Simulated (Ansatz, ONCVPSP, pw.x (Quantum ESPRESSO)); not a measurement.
## From atom to crystal: ONCV potential for Si (Z = 14)

* Element: Si (Z = 14)
* Generator: ONCVPSP 4.0.1.1 (patched build)
* Type: optimised norm-conserving Vanderbilt (ONCV)
* Functional: PBE
* Relativity: scalar-relativistic
* Frozen core: [Ne]
* Valence charge: 4
* Reference configuration: 3s2 3p2
* Partial waves: 3s: rc 1.50 bohr, ncon 4, nbas 7, qcut 4.5 1/bohr, 2 projectors, debl 2.6 Ha; 3p: rc 2.30 bohr, ncon 4, nbas 8, qcut 3.4 1/bohr, 3 projectors, debl 2.9 Ha; d scattering state at 0.21 Ha: rc 2.30 bohr, ncon 4, nbas 8, qcut 4.8 1/bohr, 2 projectors, debl 4 Ha
* Local potential: polynomial inside 1.05 bohr (lpopt 5, dvloc0 0 Ha)
* Core correction: Teter function, fcfact 6, rcfact 1.55

Atomic tests: cutoffs needed: 7.7 Ha and 28 Ha (the cutoffs (Ha) at which the residual kinetic energy of the hardest occupied pseudo-wave falls to 1 and 0.1 mHa per electron) The cutoffs count occupied waves only; projector 2 of the s channel, the hardest unoccupied one, needs 65 Ha at the loose tolerance.; ghost test: no bound ghost flagged; GHOST(+) flagged for s at 99.2 eV, d at 133.9 eV; largest excitation error: -149 meV (all-electron minus pseudo) for 3s1 3p0, out of 4 test configurations.

Crystal test: fcc Si in pw.x 7.5, no spin, 15³ k-points, Fermi–Dirac smearing 0.01 Ry, cutoffs 65/260 Ry. The reference is all-electron LAPW (Ansatz 0.2.0) with the same functional, mesh and smearing; V0 and B0 come from Birch–Murnaghan fits to the pressures at five volumes. Errors are pseudo minus all-electron; Δ is the rms difference of the E(V) curves that follow from these fits, minima aligned, over ±6 % about the mean V0. Mesh and smearing are coarse, so the numbers serve the comparison and aren't converged zero-temperature values; the lattice is a test structure that the element need not adopt.

All-electron: a0 = 3.869 Å (V0 = 14.48 Å³/atom), B0 = 82.7 GPa.

Task: How far does the potential miss the all-electron equation of state?

Result: mean pressure error (GPa): -2.45; a0 (Å): 3.830; a0 error (%): -1.01; B0 error (%): +1.0; Δ (meV/atom): 7.9. This is a poor potential for the solid.

```csv
V (Å³/atom),P all-electron (GPa),P pseudo (GPa)
13.704,5.12,2.17
14.064,2.56,-0.12
14.425,0.32,-2.11
14.786,-1.65,-3.85
15.146,-3.38,-5.38
```

Task: At the middle volume, how do free energy and pressure move when the wave cutoff is lowered (ecutrho kept at four times it)?

Result:

```csv
cutoff (Ry),shift of F (meV/atom),shift of P (GPa)
29,+10.1,+0.13
39,+6.9,+0.05
52,+1.9,-0.07
```

The run at the middle volume (120 k-points, 6 iterations) took about 15 s on one core of a shared host (Intel(R) Xeon(R) Platinum 8259CL CPU @ 2.50GHz, 96 threads, 755 GiB, load 55).
